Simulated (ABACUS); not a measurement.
V: equation of state with PBEsol

V:

```
V
1.0
    -1.51435    1.51435    1.51435
     1.51435   -1.51435    1.51435
     1.51435    1.51435   -1.51435
V
1
Direct
  0.00000 0.00000 0.00000
```

* Program: ABACUS 3.10.1
* Task: equation of state
* Functional: PBEsol
* Potentials or basis: PseudoDojo NC SR 0.4.1 PBEsol standard
* Cutoff: 1143 eV
* Density cutoff: 4572 eV
* Basis: plane waves
* k mesh: 10 × 10 × 10
* Occupations: fermi-dirac, width 0.05 eV
* Spin: collinear spin, ferromagnetic start
* Starting moments: [2.0] μB
* Radial cutoff of the potentials (pseudo_rcut): 7 bohr
* SCF threshold on the density: 1e-08
* Max SCF steps: 100
* Eigensolver: dav
* Mixing: broyden
* Mixing share: 0.4
* Symmetry key: 1

```
Equilibrium volume : 13.04 Å³/atom (rough: see the caveat)
Bulk modulus       : 201 GPa (rough)
```

Energy against volume, from the lowest point:
| volume (Å³/atom) | energy (meV/atom) |
| --- | --- |
| 13.058 | 0.00 |
| 13.613 | 14.94 |
| 14.169 | 53.97 |
| 14.725 | 112.61 |

All runs of the series together: 73 s on 4 threads of Intel(R) Xeon(R) Platinum 8259CL CPU @ 2.50GHz (Skylake/Cascade Lake) (shared host).

Caveat: the minimum lies outside the volumes run.
